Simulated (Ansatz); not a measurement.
# Te2Mo: the cost of one run

Program: Ansatz 0.2.0. Level of theory: plane waves, PAW. These are calculated values, not measurements.

2 further runs of the same task are left out: 2 that didn't finish.

## Step 1: The structure to begin with

It takes space group P-3m1 (No. 164, trigonal). Conventional cell: a = 3.519 Å, b = 3.519 Å, c = 7.214 Å, α = 90.00°, β = 90.00°, γ = 120.00°. Mo (site symmetry -3m) is surrounded by 6 Te at 2.73 Å. Te (site symmetry 3m) is surrounded by 3 Mo at 2.73 Å.

Coordinates:

```
Mo Te
1.0
     3.51945    0.00000    0.00000
    -1.75973    3.04794    0.00000
     0.00000    0.00000    7.21445
Mo Te
1 2
Direct
  0.00000 0.00000 0.00000
  0.33333 0.66667 0.25342
  0.66667 0.33333 0.74658
```

The cell was relaxed beforehand with r2SCAN+rVV10; those runs aren't shown. No spin polarisation is used; should the compound be magnetic, its bands and low-energy spectrum would differ. No run includes spin-orbit coupling, which matters for Te.

## Step 2: PBE, metal d and anion p, 6×6×2

input.yaml

```yaml
crystal:
  lattice:
    - [3.5194545161, 0.0, 0.0]
    - [-1.759727258, 3.0479370184, 0.0]
    - [0.0, 0.0, 7.2144528824]
  atoms:
    - { symbol: Mo, position: [0.0, 0.0, 0.0] }
    - { symbol: Te, position: [0.3333333333, 0.6666666667, 0.253415608] }
    - { symbol: Te, position: [0.6666666667, 0.3333333333, 0.746584392] }
kpoints:
  mp_grid: { grid: [6, 6, 4] }
  band_path:
    path:
      - [[0.0, 0.0, 0.0], [0.5, -4.10155345967e-17, 5.657022721568e-18], [0.3333333333333, 0.3333333333333, 3.771348481045e-18], [0.0, 0.0, 0.0], [-7.776122556738e-36, -9.935948663354e-36, 0.5], [0.5, -4.135245374736e-17, 0.5], [0.3333333333333, 0.3333333333333, 0.5], [-7.776122556738e-36, -9.935948663354e-36, 0.5]]
      - [[0.5, -4.135245374736e-17, 0.5], [0.5, -4.10155345967e-17, 5.657022721568e-18]]
      - [[0.3333333333333, 0.3333333333333, 0.5], [0.3333333333333, 0.3333333333333, 3.771348481045e-18]]
    npoints: 10
hamiltonian:
  xc: pbe
scf:
  occupations: { method: fermi_dirac, width: 0.02 }
  n_extra_bands: 6
output:
  forces: false
  stress: false
  eigenvalues: true
  wannier:
    kmesh: [6, 6, 2]
    projections: [{ species: Mo, l: d, shell: 4 }]
    minimise: true
    write_hr: true
    conv_tol: 1.0e-08
    max_iter: 3000
```

The run is started by

```
> ansatz run input.yaml --threads 4 --pin off --max-ram 3686MiB --backend cpu --events-out ev --progress --plain --runs-dir out
```

Q: Estimate wall time and peak memory on 4 threads of Arm Neoverse V1, shared host.

About 3.6 s, with a peak of 0.38 GiB.
